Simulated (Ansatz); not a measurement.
Runs of Ansatz 0.2.0 on Ti3Si. The structure is cubic, space group Fm-3m (No. 225). Conventional cell: a = 6.289 Å, b = 6.289 Å, c = 6.289 Å, α = 90.00°, β = 90.00°, γ = 90.00°. Around Ti (site symmetry m-3m) lie 8 Ti at 2.72 Å. Ti (site symmetry -43m) is surrounded by 4 Ti at 2.72 Å and 4 Si at 2.72 Å. Si (site symmetry m-3m) is surrounded by 8 Ti at 2.72 Å. The cell comes from a database or a generator and needn't be the stable form of this composition.

```csv
task,level,potentials or basis,cutoff (eV),basis error allowed,pressure (GPa)
band structure,PBEsol,all-electron PAW datasets made for the crystal,280,-,-5.0
single point,PBEsol,"all-electron LAPW, scalar-relativistic",248,0.001 eV/atom,-5.0
band structure,LDA,"all-electron LAPW, scalar-relativistic",230,0.002 eV/atom,(a)
band structure,PBEsol,"all-electron LAPW, non-relativistic",230,0.002 eV/atom,-4.7
band structure,PBEsol,"all-electron LAPW, scalar-relativistic",230,0.002 eV/atom,-5.0
band structure,PBEsol,"all-electron LAPW, inner shells corrected to Dirac's equation",230,0.002 eV/atom,-5.0
```

Alike in all rows: no spin polarisation; cell as given; k mesh 7 × 7 × 7; smearing fermi-dirac 0.05 eV.

Q: Fill in the values left out.

A: (a) -9.1.

Not every run made on this cell is shown here.
